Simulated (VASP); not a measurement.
# SnSe in VASP: a series of runs

The runs below take SnSe through single point, with PBE.

Program: VASP 6.6.1. These are calculated values, not measurements. Logs are shortened: lines on timing, memory, paths and dates and some standing lists are left out, and cuts for length are marked.

## Step 1: The slab as given

The cell holds a slab with vacuum, 8 atoms: a = 4.310 Å, b = 4.318 Å, c = 23.896 Å, α = 90.00°, β = 90.00°, γ = 90.00°.

## Step 2: Single point, PBE

INCAR

```
SYSTEM = SnSe
PREC = Accurate ; ENCUT = 600
EDIFF = 1E-7 ; ISMEAR = -1
SIGMA = 0.05 ; LREAL = .False.
LASPH = .True. ; NELM = 60
ALGO = Normal ; ISIF = 2
LWAVE = .False. ; LCHARG = .False.
LDIPOL = .True. ; IDIPOL = 3
DIPOL = 0.5 0.5 0.500 ; GGA = PE
NBANDS = 50
```

KPOINTS

```
regular mesh
0
Gamma
  5 5 1
  0 0 0
```

POSCAR

```
SnSe
1.0
    4.3100000000      0.0000000000      0.0000000000
    0.0000000000      4.3180000000      0.0000000000
    0.0000000000      0.0000000000     23.8958000000
Sn Se
4 4
Direct
    0.5000000000      0.2500000000      0.3138626872
    0.0000000000      0.7500000000      0.4412197959
    0.0000000000      0.2500000000      0.5587802041
    0.5000000000      0.7500000000      0.6861373128
    0.0000000000      0.7500000000      0.3256187280
    0.5000000000      0.2500000000      0.4294637551
    0.5000000000      0.7500000000      0.5705362449
    0.0000000000      0.2500000000      0.6743812720
```

Potentials or basis: VASP PAW PBE potentials, release 64 (Sn_d, Se).

The run is started by

```console
> cat potpaw_PBE.64/Sn_d/POTCAR potpaw_PBE.64/Se/POTCAR > POTCAR
> mpirun -np 1 vasp_std > vasp.out
```

OUTCAR:

```text
SYSTEM = SnSe
   PREC = Accurate
   ENCUT = 600
   EDIFF = 1E-7
   ISMEAR = -1
   LREAL = .False.
   LASPH = .True.
   NELM = 60
   ISIF = 2
   GGA = PE

 ion  position               nearest neighbor table
   1  0.500  0.250  0.314-   6 2.76   5 3.06   5 3.06   5 3.06   5 3.06
   2  0.000  0.750  0.441-   5 2.76   6 3.06   6 3.06   6 3.06   6 3.06   3 3.54   3 3.54
   3  0.000  0.250  0.559-   8 2.76   7 3.06   7 3.06   7 3.06   7 3.06   2 3.54   2 3.54
   4  0.500  0.750  0.686-   7 2.76   8 3.06   8 3.06   8 3.06   8 3.06
   5  0.000  0.750  0.326-   2 2.76   1 3.06   1 3.06   1 3.06   1 3.06
   6  0.500  0.250  0.429-   1 2.76   2 3.06   2 3.06   2 3.06   2 3.06
   7  0.500  0.750  0.571-   4 2.76   3 3.06   3 3.06   3 3.06   3 3.06
   8  0.000  0.250  0.674-   3 2.76   4 3.06   4 3.06   4 3.06   4 3.06

  LATTYP: Found a simple orthorhombic cell.
 ALAT       =     4.3100000000
 B/A-ratio  =     1.0018561485
 C/A-ratio  =     5.5442691415

  Lattice vectors:

 A1 = (   4.3100000000,   0.0000000000,   0.0000000000)
 A2 = (   0.0000000000,   4.3180000000,   0.0000000000)
 A3 = (   0.0000000000,   0.0000000000,  23.8958000000)

Analysis of symmetry for initial positions (statically):
=====================================================================
 Subroutine PRICEL returns:
 Original cell was already a primitive cell.

 Routine SETGRP: Setting up the symmetry group for a
 simple orthorhombic supercell.

 Subroutine GETGRP returns: Found  8 space group operations
 (whereof  4 operations were pure point group operations)
 out of a pool of  8 trial point group operations.

The static configuration has the point symmetry C_2h.
 The point group associated with its full space group is D_2h.

Analysis of symmetry for dynamics (positions and initial velocities):
=====================================================================
 Subroutine PRICEL returns:
 Original cell was already a primitive cell.

 Routine SETGRP: Setting up the symmetry group for a
 simple orthorhombic supercell.

 Subroutine GETGRP returns: Found  8 space group operations
 (whereof  4 operations were pure point group operations)
 out of a pool of  8 trial point group operations.

The dynamic configuration has the point symmetry C_2h.
 The point group associated with its full space group is D_2h.

 Subroutine INISYM returns: Found  8 space group operations
 (whereof  4 operations are pure point group operations),
 and found     1 'primitive' translations

----------------------------------------------------------------------------------------

[... 102 lines left out ...]
   EFERMI =   0.00;   METHOD = LEGACY
   ISMEAR =    -1;   SIGMA  =   0.05  broadening in eV -4-tet -1-fermi 0-gaus
   EFERMI_NEDOS =   21; number of points for ismear=-14 and -15
   IALGO  =     38    algorithm
   IMIX   =      4    mixing-type and parameters
     AMIX     =   0.40;   BMIX     =  1.00
     AMIX_MAG =   1.60;   BMIX_MAG =  1.00
  volume/ion in A,a.u.               =      55.59       375.14
  Fermi-wavevector in a.u.,A,eV,Ry     =   0.924154  1.746398 11.620199  0.854061
  Thomas-Fermi vector in A             =   2.049869
   LORBIT       =      0    0 simple, 1 ext, 2 COOP (PROOUT), +10 PAW based schemes
   GGA     = PE    functional components
   LHFCALC =     F    Hartree Fock is set to
   AEXX    =    0.0000 exact exchange contribution
   IVDW    =     0    specifies the selected vdW correction
   LEPSILON=     F    determine dielectric tensor
   LRPA    =     F    only Hartree local field effects (RPA)
 non-spin polarized calculation
  energy-cutoff  :      600.00
  volume of cell :      444.71
 maximum number of plane-waves:     14871
 NGX is ok and might be reduce to    36

 number of electron      80.0000004 magnetization

 dipolmoment           0.000000      0.000000      0.000000 electrons x Angstroem

 Free energy of the ion-electron system (eV)
  ---------------------------------------------------
  ext. energy  EPLUGINS =         0.00000000
  ---------------------------------------------------
  free energy    TOTEN  =       -32.57011700 eV

  energy without entropy =      -32.57007968  energy(sigma->0) =      -32.57009834

 E-fermi :   0.7260     XC(G=0):  -5.2225

 val. band max:        0.2948677957   @ k =   0.4000   0.0000   0.0000
 cond. band min:       1.1653126340   @ k =   0.0000   0.4000   0.0000
 fundamental gap:      0.8704448383
 Fermi energy:         0.7260136661

 k-point     1 :       0.0000    0.0000    0.0000
  band No.  band energies     occupation
      1     -21.0171      2.00000
      2     -21.0109      2.00000
      3     -21.0044      2.00000
      4     -20.9962      2.00000
      5     -20.9864      2.00000
      6     -20.9739      2.00000
[... 466 lines left out ...]
     49       5.1082      0.00000
     50       5.5038      0.00000

------------------------ aborting loop because EDIFF is reached ----------------------------------------

 vacuum level on the upper side and lower side of the slab       (xc-potential included)        -0.098        -0.098

  FORCE on cell =-STRESS in cart. coord.  units (eV):
  Direction    XX          YY          ZZ          XY          YZ          ZX
  --------------------------------------------------------------------------------------
  -------------------------------------------------------------------------------------
  Total       -1.0364105     -1.1392013     -1.4787986      0.0000000      0.0000000      0.0000000
  in kB       -3.7338848     -4.1042099     -5.3276801      0.0000000      0.0000000      0.0000000
  external PRESSURE =      -4.3885916 kB  Pullay stress =       0.0000000 kB

 VOLUME and BASIS-vectors are now :
 -----------------------------------------------------------------------------
  energy-cutoff  :      600.00
  volume of cell :      444.71
      direct lattice vectors                 reciprocal lattice vectors
     4.310000000  0.000000000  0.000000000     0.232018561  0.000000000  0.000000000
     0.000000000  4.318000000  0.000000000     0.000000000  0.231588698  0.000000000
     0.000000000  0.000000000 23.895800000     0.000000000  0.000000000  0.041848358

 POSITION                                       TOTAL-FORCE (eV/Angst)
 -----------------------------------------------------------------------------------
      2.15500      1.07950      7.50000        -0.000000     -0.000000      0.319578
      0.00000      3.23850     10.54330        -0.000000      0.000000     -0.295849
      0.00000      1.07950     13.35250        -0.000000      0.000000      0.295849
      2.15500      3.23850     16.39580        -0.000000      0.000000     -0.319578
      0.00000      3.23850      7.78092        -0.000000      0.000000      0.000595
      2.15500      1.07950     10.26238        -0.000000      0.000000     -0.165239
      2.15500      3.23850     13.63342        -0.000000      0.000000      0.165239
      0.00000      1.07950     16.11488         0.000000      0.000000     -0.000595
 -----------------------------------------------------------------------------------
    total drift:                                0.000000      0.000000      0.000000

  FREE ENERGIE OF THE ION-ELECTRON SYSTEM (eV)
  ---------------------------------------------------
  free  energy   TOTEN  =       -32.5701170012 eV

  energy  without entropy=      -32.5700796807  energy(sigma->0) =      -32.57009834

 vacuum level on the upper side and lower side of the slab         4.545         4.545
```

It took 7.7 min on 1 thread of AMD EPYC 7R43 (Zen 3), shared host; peak memory 0.55 GiB.

What came out:

| Item | Value |
| --- | --- |
| Free energy | -32.5701 eV |
| Largest force | 0.320 eV/Å |
| Band gap on the k mesh | 0.87 eV, indirect (least direct gap 0.95 eV) |

Forces in eV/Å, atoms in the order of the input:
```
Sn   0.000  0.000  0.320
Sn   0.000  0.000 -0.296
Sn   0.000  0.000  0.296
Sn   0.000  0.000 -0.320
Se   0.000  0.000  0.001
Se   0.000  0.000 -0.165
Se   0.000  0.000  0.165
Se   0.000  0.000 -0.001
```

Caveat: spin-orbit coupling is left out, which moves the levels of the heavy elements.

## Step 3: Single point, PBE

INCAR: that of step 2 with these lines changed.

```diff
@@ -9,2 +9,2 @@
 DIPOL = 0.5 0.5 0.500 ; GGA = PE
-NBANDS = 50
+NBANDS = 30
```

KPOINTS is that of step 2.

POSCAR is that of step 2.

Potentials or basis: VASP PAW PBE potentials, release 64 (Sn, Se).

The run is started by

```console
> cat potpaw_PBE.64/Sn/POTCAR potpaw_PBE.64/Se/POTCAR > POTCAR
> mpirun -np 1 vasp_std > vasp.out
```

It took 5.8 min on 1 thread of AMD EPYC 7R43 (Zen 3), shared host; peak memory 0.54 GiB.

Results (log left out):

```
Free energy            : -32.5777 eV
Largest force          : 0.335 eV/Å
Band gap on the k mesh : 0.87 eV, indirect (least direct gap 0.95 eV)
```

Forces in eV/Å, atoms in the order of the input:
```
Sn   0.000  0.000  0.335
Sn   0.000  0.000 -0.298
Sn   0.000  0.000  0.298
Sn   0.000  0.000 -0.335
Se   0.000  0.000  0.004
Se   0.000  0.000 -0.163
Se   0.000  0.000  0.163
Se   0.000  0.000 -0.004
```

Levels at points of the mesh, in eV from the valence-band top:
| k point | band 18 | band 19 | band 20 | band 21 | band 22 | band 23 |
| --- | --- | --- | --- | --- | --- | --- |
| (0.00, 0.00, 0.00) | -1.52 | -0.33 | -0.33 | 0.89 | 2.52 | 3.60 |

Caveat: spin-orbit coupling is left out, which moves the levels of the heavy elements.
